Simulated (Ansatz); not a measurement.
# PbS (rocksalt): other levels of theory at one geometry

One table from this session's results is given with a row withheld; the runs are named, their logs left out.

Program: Ansatz 0.2.0. Level of theory: DFT at several levels, plane waves, PAW. These are calculated values, not measurements.

2 further runs of the same task are left out: 1 that didn't finish, 1 set aside as unsound or not needed.

### The system as given

Symmetry: Fm-3m, No. 225, cubic system. Conventional cell: a = 6.009 Å, b = 6.009 Å, c = 6.009 Å, α = 90.00°, β = 90.00°, γ = 90.00°. Pb (site symmetry m-3m) is surrounded by 6 S at 3.00 Å. S (site symmetry m-3m) has 6 Pb at 3.00 Å as nearest neighbours.

Coordinates:

```
Pb S
1.0
     0.00000    3.00453    3.00453
     3.00453    0.00000    3.00453
     3.00453    3.00453    0.00000
Pb S
1 1
Direct
  0.50000 0.50000 0.50000
  0.00000 0.00000 0.00000
```

An earlier run at PBE left this cell at 27.123 Å³/atom and 0.00 GPa (10×10×10 mesh), gap on the mesh 0.49 eV.

Levels to run: PBE+SOC; r²SCAN; PBEsol; LDA; HSE06. Hardware: 2 threads of Arm Neoverse V2, shared host.

Set-up of the first run:

input.yaml reads:

```yaml
crystal:
  lattice:
    - [0.0, 3.0045317637, 3.0045317637]
    - [3.0045317637, 0.0, 3.0045317637]
    - [3.0045317637, 3.0045317637, 0.0]
  atoms:
    - { symbol: Pb, position: [0.5, 0.5, 0.5] }
    - { symbol: S, position: [0.0, 0.0, 0.0] }
basis:
  ecutwfc: 420
  ecutrho_ratio: 4
kpoints:
  mp_grid: { grid: [10, 10, 10] }
hamiltonian:
  xc: pbe
scf:
  occupations: { method: gaussian, width: 0.05 }
output:
  forces: true
  stress: true
  eigenvalues: true
  populations: true
  dos: { projected: true, de: 0.02 }
  write_density: true
  write_potential: true
  elf: true
  volumetric_format: npy
magnetization:
  noncollinear: true
  spin_orbit: true
```

The run is started by

```bash
ansatz run input.yaml --threads 2 --pin off --max-ram 2662MiB --backend cpu --events-out ev --progress --plain --runs-dir out
```

Among the steps run: PBE+SOC; r²SCAN; PBEsol; LDA; HSE06.

One table of the session follows, with a row left open; its other results are not shown here.

| level | gap on the mesh (eV) | pressure (GPa) |
| --- | --- | --- |
| PBE | 0.49 | 0.0 |
| LDA | 0.36 | -4.5 |
| PBEsol | ? | ? |
| PBE+SOC | 0.04 | -0.3 |
| r²SCAN | 0.75 | -1.0 |
| HSE06 | 0.95 | -1.1 |

Q: Estimate the row for PBEsol from the others.

The run gave: gap on the mesh (eV): 0.39; pressure (GPa): -2.9. In the column «gap on the mesh (eV)» it lies between LDA (0.36) and PBE (0.49).

The pressure runs from -4.5 GPa (LDA) to 0.0 GPa (PBE); a negative pressure means that level wants a smaller cell, a positive one a larger cell. The gap is widest with HSE06 (0.95 eV) and narrowest with PBE+SOC (0.04 eV). Total energies of different levels have different zeros and can't be compared.

Caveats from the session: Warnings in the runs' records: stress scf threshold loose, stress exchange threshold loose.
